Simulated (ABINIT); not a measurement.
The system is SnTe.

```
CELL_PARAMETERS angstrom
0.00000 3.15085 3.15085
3.15085 0.00000 3.15085
3.15085 3.15085 0.00000
ATOMIC_POSITIONS crystal
Te 0.50000 0.50000 0.50000
Sn 0.00000 0.00000 0.00000
```

Program: ABINIT 10.8.3 (patched build). Alike in all runs: potentials or basis JTH PAW PBE v2.0; cell as given; k mesh 7 × 7 × 7; smearing fermi-dirac 0.05 eV.

**Question.** Order these runs on this cell by their pressure, lowest first.
A. level PBEsol; spin off; cutoff (eV) 707; fine-grid cutoff 1306.15 eV
B. level BLYP; spin off; cutoff (eV) 707; fine-grid cutoff 1306.15 eV
C. level PBE; spin SOC, no magnetisation; cutoff (eV) 599; fine-grid cutoff 1197.3 eV

**Answer.** A (-0.7 GPa), C (2.1 GPa), B (5.8 GPa).

Caveats: the PAW data sets were made with another functional, which shifts forces and pressure a little (some runs).
